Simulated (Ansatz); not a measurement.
**Trends among crystals of one structure type (Fm-3m)**

All 4 crystals share space group Fm-3m (No. 225) and the same kinds of sites, 2 atoms in the primitive cell. They are database entries and needn't be the stable phases. The set is a selection: crystals with gaps under 0.25 eV or edges off the refined points were left out. Cells are relaxed by PAW under the functional.

Quantity: Kohn-Sham band edges (the gap between refined extrema, the direct gap on the fine mesh). Level: PBEsol, all-electron LAPW in Ansatz 0.2.0, scalar-relativistic.

```tsv
crystal	cell (conventional)	fine k mesh	smearing (eV)	gap (eV)	least direct gap (eV)	electron conductivity mass (mₑ)	ε∞ without local fields (PAW)
KI	a = 7.005 Å	10×10×10	none	3.87	3.87	0.318	3.35
MgSe	a = 5.451 Å	12×12×12	none	?	?	?	?
NaH	a = 4.791 Å	14×14×14	none	3.61	4.52	0.462	3.34
NaF	a = 4.630 Å	14×14×14	none	6.18	6.18	0.557	1.93
```

Task: What did the calculation give for MgSe?

Result: gap = 1.77 eV, least direct gap = 2.50 eV, electron conductivity mass = 0.283 mₑ, ε∞ without local fields (PAW) = 7.30.

Keep in mind: no spin-orbit coupling on heavy atoms (KI, MgSe); semilocal gaps are low, and light masses and ε∞ follow the gap.
